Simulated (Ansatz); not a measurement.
HgTe (Coloradoite) under changes of volume

One of the cells (33.215 Å³/atom); the others are scaled copies at fixed shape and fractional positions:

```
CELL_PARAMETERS angstrom
0.00000 3.21450 3.21450
3.21450 0.00000 3.21450
3.21450 3.21450 0.00000
ATOMIC_POSITIONS crystal
Hg 0.00000 0.00000 0.00000
Te 0.75000 0.75000 0.75000
```

| Item | Value |
| --- | --- |
| Program | Ansatz 0.2.0 |
| Functional | HSE06 |
| Potentials or basis | Ansatz PAW |
| Cutoff | 420 eV (not typed: the program's choice for these potentials) |
| k mesh | 4 × 4 × 4 |
| Occupations | fermi-dirac, width 0.05 eV |
| Spin | no spin polarisation |

```csv
volume (Å³/atom),energy over the lowest point (meV/atom),pressure (GPa)
31.223,?,?
31.887,60.87,5.8
32.551,39.84,4.5
33.215,23.76,3.4
33.880,12.02,2.3
34.544,4.17,1.4
35.208,0.00,0.6
```

Q: What does the run at 31.223 Å³/atom give?

A: Energy over the lowest point 87.56 meV/atom; pressure 7.2 GPa.

Worked out: A Birch-Murnaghan fit of order 3 (a polynomial in V^(-2/3)) to the other rows has its minimum at 35.76 Å³/atom, just outside them, with B0 = V·E''(V) = 38 GPa and B' = 4.5. It gives 87.27 meV/atom at 31.223 Å³/atom, against the run's 87.56, and -dE/dV = 7.1 GPa, against 7.2.

Energies are extrapolated to zero smearing.

Caveats: all runs use coarse meshes; the PAW data sets come from PBE, with cores solved anew for the run's functional, which leaves a small shift of forces and pressure; the thresholds are loose for stress.
